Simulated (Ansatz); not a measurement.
Zinc-blende InN (metastable phase) was calculated with B3LYP (VWN-RPA form) (Ansatz, an electronic-structure program, PAW).

Numerical settings: plane-wave cutoff 460 eV, 10×10×10 k mesh, Fermi–Dirac smearing 0.01 eV, scalar-relativistic PAW data made under PBE.

Computed at the level's own relaxed cell.

Q: What does this level give for the band gap, bulk modulus B0, volume per atom and lattice parameter a?

A: 
- band gap: 0.67 eV (on the SCF k mesh)
- bulk modulus B0: 130 GPa
- volume per atom: 16.01 Å³/atom
- lattice parameter a: 5.041 Å

Measured, for comparison: band gap 0.61 eV (low temperature, zero-point motion not removed, photoluminescence, epilayer; as tabulated in Schörmann, As, Lischka, Schley, Goldhahn et al., Appl. Phys. Lett. 89, 261903 …); equilibrium volume per atom 15.72 Å³/atom, lattice constant a 5.01 ± 0.01 Å (temperature not stated, not corrected to a static lattice, epilayer on 3C-SiC; as tabulated in Schörmann, As, Lischka, Schley, Goldhahn et al., Appl. Phys. Lett. 89, 261903 …). Computed (rounded) less measured: equilibrium volume per atom +1.8 %, lattice constant a +0.6 %.

Spin–orbit coupling is not included.
